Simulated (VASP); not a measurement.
Wanted: the native input for a VASP 6.6.1 run.

- Task: relaxation of the atoms
- Functional: PBE
- Dispersion: D2
- Potentials or basis: VASP PAW PBE potentials, release 64 (Ag)
- Cutoff: 520 eV
- k mesh: 7 × 7 × 1
- Occupations: fermi-dirac, width 0.05 eV
- Spin: no spin polarisation
- Dipole correction: yes
- Atoms held fixed (from 0): [0, 1, 2]
- Further INCAR settings: ALGO = Fast; EDIFF = 1e-06; IBRION = 2; EDIFFG = -0.01; NSW = 40

The structure of Ag lies in POSCAR:

```
Ag
1.0
    2.9460943265      0.0000000000      0.0000000000
   -1.4730471633      2.5513925288      0.0000000000
    0.0000000000      0.0000000000     29.4093000000
Ag
7
Selective dynamics
Direct
    0.0000000000      0.0000000000      0.2550213708  F F F
    0.6666666667      0.3333333333      0.3366377160  F F F
    0.3333333334      0.6666666667      0.4182540611  F F F
    0.6666666667      0.3333333333      0.5000000000  T T T
    0.3333333334      0.6666666667      0.5816163452  T T T
    0.0000000000      0.0000000000      0.6632326903  T T T
    0.3333333334      0.6666666667      0.7449786292  T T T
```

The slab is cut from a database's or a generator's crystal, which needn't be the stable form of the element.

The input as run:

INCAR

```
SYSTEM = Ag
ALGO = Fast
DIPOL = 0.5 0.5 0.500
EDIFF = 1E-6
EDIFFG = -0.01
ENCUT = 520
GGA = PE
IBRION = 2
IDIPOL = 3
ISIF = 2
ISMEAR = -1
IVDW = 1
LASPH = .True.
LCHARG = .False.
LDIPOL = .True.
LREAL = .False.
LWAVE = .False.
NELM = 100
NSW = 40
PREC = Accurate
SIGMA = 0.05
```

KPOINTS

```
k-points
0
Gamma
  7 7 1
  0 0 0
```

Potentials or basis: VASP PAW PBE potentials, release 64 (Ag).

Launch:

```sh
$ cat potpaw_PBE.64/Ag/POTCAR > POTCAR
$ mpirun -np 1 vasp_std > vasp.out
```

Results of the run:

```yaml
Energy_gained_by_relaxing: 0.3 meV/atom
Ionic_steps: 10
Band_gap_on_the_k_mesh: none (metal or under the smearing width)
Dispersion_energy_per_atom: -0.487 eV
```

Caveat: atom-pairwise D2, TS and ULG terms overbind metals.

Run time: 5.4 min on 1 thread of Intel(R) Xeon(R) Platinum 8559C (Emerald Rapids) (shared host), peak memory 0.38 GiB.
